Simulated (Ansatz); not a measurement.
## An elastic constant from a strain scan in SiNi

Theory: Ansatz, DFT PBE, scalar-relativistic, plane waves, PAW. Cutoff 420 eV, Γ-centred 8×12×8 k-points, Gaussian smearing of 0.15 eV. No spin polarisation. A magnetic state may lie lower. Energies are free energies at this smearing, counted from the undisturbed cell; pressure is positive in compression.

The undisturbed cell (relaxed at this level):

```
CELL_PARAMETERS angstrom
5.15409 0.00000 0.00000
0.00000 3.37549 0.00000
0.00000 0.00000 5.61971
ATOMIC_POSITIONS crystal
Si 0.32125 0.75000 0.08408
Si 0.17875 0.25000 0.58408
Si 0.82125 0.75000 0.41592
Si 0.67875 0.25000 0.91592
Ni 0.00822 0.25000 0.18849
Ni 0.49178 0.75000 0.68849
Ni 0.50822 0.25000 0.31151
Ni 0.99178 0.75000 0.81151
```

The cell is strained by ε times the Voigt pattern (0, 1, 0, 0, 0, 0) (xx, yy, zz, yz, xz, xy; engineering shear) with fractional coordinates fixed. The cell holds 8 atoms in V0 = 97.77 Å³. The stress column is τ = (1/V0) dE/dε, got from the stress tensor σ (compression positive) at each point as −det(1 + εP) σ : P(1 + εP)⁻¹, with P the pattern as a tensor.

| ε | ΔE (meV/atom) | τ (GPa) |
| --- | --- | --- |
| -0.0200 | 4.029 | -5.255 |
| -0.0150 | 2.274 | -3.951 |
| -0.0100 | 1.017 | -2.643 |
| -0.0050 | 0.260 | -1.334 |
| 0.0000 | 0.000 | -0.031 |
| 0.0050 | 0.236 | 1.259 |
| 0.0100 | 0.959 | 2.529 |
| 0.0150 | 2.163 | 3.774 |
| 0.0175 | 2.941 | 4.385 |
| 0.0200 | ? | ? |

Task: Which combination of elastic constants does this scan measure, and how large is it?

Result: For small ε, τ = τ0 + Kε with K = pᵀCp, which for this pattern is C22 in the Cartesian frame shown. The parabola through τ at ε = -0.0050, 0 and 0.0050 has slope K = 259 GPa at zero. The energies per cell, E = NΔE, of the same two points give K = 2[E(ε₊)/ε₊ − E(ε₋)/ε₋]/[(ε₊ − ε₋)V0] = 260 GPa, in agreement. These are clamped-ion values.

Task: Predict the withheld row at ε = 0.0200 from the harmonic law, and compare.

Result: ΔE = V0(τ0 ε + Kε²/2)/N = 3.908 meV/atom and τ = 5.15 GPa. The calculation gives 3.835 meV/atom and 4.99 GPa, a miss of 1.9 % of the harmonic energy, so the harmonic law still holds here.

Forces appear on the atoms along this scan, and letting them relax would lower the energy and soften the response. In a metal these slopes depend on the k mesh and the smearing.